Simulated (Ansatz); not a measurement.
ZrB2 in Ansatz: the effect of functional

ZrB2:

```
Zr B
1.0
     3.23217    0.00000    0.00000
    -1.61609    2.79914    0.00000
     0.00000    0.00000    3.60229
Zr B
1 2
Direct
  0.00000 0.00000 0.00000
  0.66667 0.33333 0.50000
  0.33333 0.66667 0.50000
```

The cell isn't the ideal one: volume scaled by 1.06.

Alike in all runs:

| Quantity | Value |
| --- | --- |
| Program | Ansatz 0.2.0 |
| Task | single point |
| Potentials or basis | Ansatz PAW |
| k mesh | 10 × 10 × 8 |
| Occupations | fermi-dirac, width 0.05 eV |
| Spin | no spin polarisation |

```csv
functional,cutoff,pressure (GPa)
LDA,420 eV (not typed: the program's choice for these potentials),?
r2SCAN,500 eV (not typed: the program's choice for these potentials),-12.0
PBE,420 eV (not typed: the program's choice for these potentials),-11.8
```

Question: What does the run with functional LDA give?

Answer: Pressure -20.5 GPa.

Caveats: the PAW data sets come from PBE, with cores solved anew for the run's functional, which leaves a small shift of forces and pressure (some runs).
